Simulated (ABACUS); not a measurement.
# Tl under changes of volume

One of the cells (29.934 Å³/atom); the others are scaled copies at fixed shape and fractional positions:

```
CELL_PARAMETERS angstrom
-1.95600 1.95600 1.95600
1.95600 -1.95600 1.95600
1.95600 1.95600 -1.95600
ATOMIC_POSITIONS crystal
Tl 0.00000 0.00000 0.00000
```

This isn't the form of Tl at room conditions, which is hcp.

- Program: ABACUS 3.10.1
- Functional: PBE
- Potentials or basis: PseudoDojo NC SR 0.4.1 PBE standard
- Cutoff: 830 eV
- Density cutoff: 3320 eV
- Basis: plane waves
- k mesh: 10 × 10 × 10
- Occupations: fermi-dirac, width 0.05 eV
- Spin: no spin polarisation

```csv
volume (Å³/atom),energy over the lowest point (meV/atom),pressure (GPa)
28.138,?,?
28.737,20.25,2.8
29.335,11.20,2.0
29.934,5.02,1.3
30.533,1.38,0.6
31.131,0.00,0.1
31.730,0.61,-0.4
```

**Question.** What does the run at 28.138 Å³/atom give?

**Answer.** Energy over the lowest point 32.58 meV/atom; pressure 3.7 GPa.

Worked out: A Birch-Murnaghan fit of order 3 (a polynomial in V^(-2/3)) to the other rows has its minimum at 31.24 Å³/atom with B0 = V·E''(V) = 27 GPa and B' = 5.4. It gives 32.57 meV/atom at 28.138 Å³/atom, against the run's 32.58, and -dE/dV = 3.8 GPa, against 3.7.

Energies are extrapolated to zero smearing.
